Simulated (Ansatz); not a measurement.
Consider Te2Mo (layers cut from the bulk crystal).

The cell holds 6 atoms: 4 Te and 2 Mo. Its edges and angles: a = 3.439 Å, b = 3.439 Å, c = 43.800 Å, α = 90.0°, β = 90.0°, γ = 120.0°. It derives from Te2Mo. Regions: layer 1, 3 atoms (2 Te and 1 Mo); layer 2, 3 atoms (2 Te and 1 Mo). Vacuum lies along c.

```xyz
6
Lattice="3.4389 0.0000 0.0000 -1.7195 2.9782 0.0000 0.0000 0.0000 43.8000" Properties=species:S:1:pos:R:3
Te    0.0000    1.9855   16.7499
Mo    1.7195    0.9927   18.5643
Te    0.0000    1.9855   20.3823
Te    1.7195    0.9927   23.4177
Mo    0.0000    1.9855   25.2357
Te    1.7195    0.9927   27.0501
```

The structure was relaxed with PBEsol-D3(BJ). At the settings of the band run the largest force is still 0.12 eV/Å. The runs that relaxed it are not among those shown. Spin-orbit coupling is left out unless a run names it. PAW set soft_2, made with PBE.

Gaps computed with Ansatz 0.2.0 without a self-energy: PBEsol 0.74 eV, PBEsol+SOC 0.74 eV, r2SCAN 0.88 eV and HSE06 1.15 eV.

Q: Estimate the G0W0@PBEsol gap with 9×9×1 mesh, 1018 empty bands, screening to 100 eV, default PAW files.

About 1.20 eV: on its mesh the run moves the gap from 0.74 eV by +0.46 eV. Among the scalar-relativistic levels given, HSE06 is nearest (−0.05 eV). Bands and cutoff are finite, so the gap is not at the basis limit. The miss can reach some tenths of an eV and take either sign; the mesh is an error of its own. The mesh in the plane is coarse for a sheet; gap and any exciton binding can still move on denser ones. The many-body steps are scalar-relativistic: spin-orbit coupling is not in them.

[Paths, hosts, dates, memory and timing lines, banners, echoed tables and standing remarks are left out of the program output.]

[Logs are printed without paths, hosts, clocks, repeated set-up lines and the standing remarks that a program may print on its own settings, such as how far it seeks lower states.]

[Runs of the session that timed out or met a known fault of the program may be left out.]

[Cells called generated may have been cut or substituted from an entry of the Crystallography Open Database or the Materials Project.]

[Hosts, paths, dates, database ids (printed as entryN), source tags and the programs' standing remarks are cut or masked in the printed files.]
